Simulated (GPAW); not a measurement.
SiC (Moissanite):

```xyz
4
Lattice="3.0760 0.0000 0.0000 -1.5380 2.6639 0.0000 0.0000 0.0000 5.0480" Properties=species:S:1:pos:R:3 pbc="T T T"
Si    1.5380    0.8880    2.5240
Si    0.0000    1.7759    0.0000
C     1.5380    0.8880    4.4675
C     0.0000    1.7759    1.9435
```

Program: GPAW 26.7.0. Alike in all runs: no spin polarisation; cell as given; smearing fermi-dirac 0.05 eV.

Task: Order these runs on this cell by their pressure, lowest first.
A. level SCAN; potentials or basis GPAW PAW data sets (gpaw-data 1.2.1), pw; k mesh 7 × 7 × 4; cutoff (eV) 800; maxiter 150; band path GMKGALHA,LM,KH; band points 100
B. level PBE; potentials or basis GPAW PAW data sets (gpaw-data 1.2.1), pw; k mesh 8 × 8 × 4; cutoff (eV) 600; maxiter 120; convergence default
C. level PBEint; potentials or basis PAW data sets generated in the run's folder for this functional, pw; k mesh 7 × 7 × 4; cutoff (eV) 800; maxiter 150; band path GMKGALHA,LM,KH; band points 60

Result: A (0.7 GPa), C (3.1 GPa), B (5.2 GPa).

Caveats: the cutoff is short for stress and forces, so pressures can be off by a GPa or more (some runs); the PAW data sets were made with another functional, which shifts forces and pressure a little (some runs).
